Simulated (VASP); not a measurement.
Crystal: Ru.

```
Ru
1.0
     0.00000    2.49233    2.49233
     2.49233    0.00000    2.49233
     2.49233    2.49233    0.00000
Ru
2
Direct
  0.50000 0.50000 0.50000
  0.75000 0.75000 0.75000
```

The cell was built by a generator and needn't be a form met in nature.

- Program: VASP 6.6.1
- Task: relaxation of cell and atoms
- Functional: PBE
- Potentials or basis: VASP PAW PBE potentials, release 64 (Ru_pv)
- Cutoff: 600 eV
- k mesh: 6 × 6 × 6
- Occupations: gaussian, width 0.1 eV
- Spin: no spin polarisation

At the start: pressure 84.6 GPa; volume 15.48 Å³/atom.

Where does the relaxation end?

Over 5 steps the energy falls by 985.6 meV/atom and the volume is 20.28 Å³/atom (+31.0 %); space group Fd-3m (No. 227, to 0.05 Å).

Step by step:
| step | energy change (eV) | largest force (eV/Å) | pressure (GPa) | volume (Å³) |
| --- | --- | --- | --- | --- |
| 1 | 0.0000 | 0.0000 | 84.61 | 30.96 |
| 2 | 3.6435 | 0.0000 | -19.38 | 83.95 |
| 3 | -1.8491 | 0.0000 | -10.78 | 44.00 |
| 4 | -1.9550 | 0.0000 | -4.32 | 41.80 |
| 5 | -1.9711 | 0.0000 | 0.28 | 40.57 |

Final structure:
```
Ru
1.0
     0.00000    2.72722    2.72722
     2.72722    0.00000    2.72722
     2.72722    2.72722    0.00000
Ru
2
Direct
  0.50000 0.50000 0.50000
  0.75000 0.75000 0.75000
```

Caveat: the k mesh is coarse (spacing up to 0.36 Å⁻¹), so the values aren't converged; the volume moved by over 15 % at a fixed basis, so the end points are rough.
